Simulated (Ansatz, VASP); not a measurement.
**CoSi2 (mix): VASP beside Ansatz**

```
Co Si
1.0
     0.00000    2.67992    2.67992
     2.67992    0.00000    2.67992
     2.67992    2.67992    0.00000
Co Si
1 2
Direct
  0.00000 0.00000 0.00000
  0.25000 0.25000 0.25000
  0.75000 0.75000 0.75000
```

Alike in both runs: functional PBE; k mesh 14 × 14 × 14; occupations gaussian, width 0.1 eV; no spin polarisation.

Ansatz relaxed the structure, and its values are those at the end. VASP's run is a single point on that final structure, the one shown.

|  | VASP | Ansatz |
| --- | --- | --- |
| version | VASP 6.6.1 | Ansatz 0.2.0 |
| potentials or method | VASP PAW PBE potentials, release 64 (Co, Si) | scalar-relativistic, plane waves, PAW |
| plane-wave cutoff (eV) | 520 | 420 |
| valence electrons in the cell | 17 | 25 |

VASP gave:

- gap on the k mesh at the Fermi level (eV): none
- pressure (GPa): -0.2

Q: What did Ansatz give for the same quantities?

A: gap on the k mesh at the Fermi level (eV): none; pressure (GPa): 0.0.

A gap of «none» marks a metal or a gap that the smearing closes. The two sets of potentials don't hold the same shells in valence.

Spin polarisation is off, so any magnetic state and its effect on volume and gap are missing.
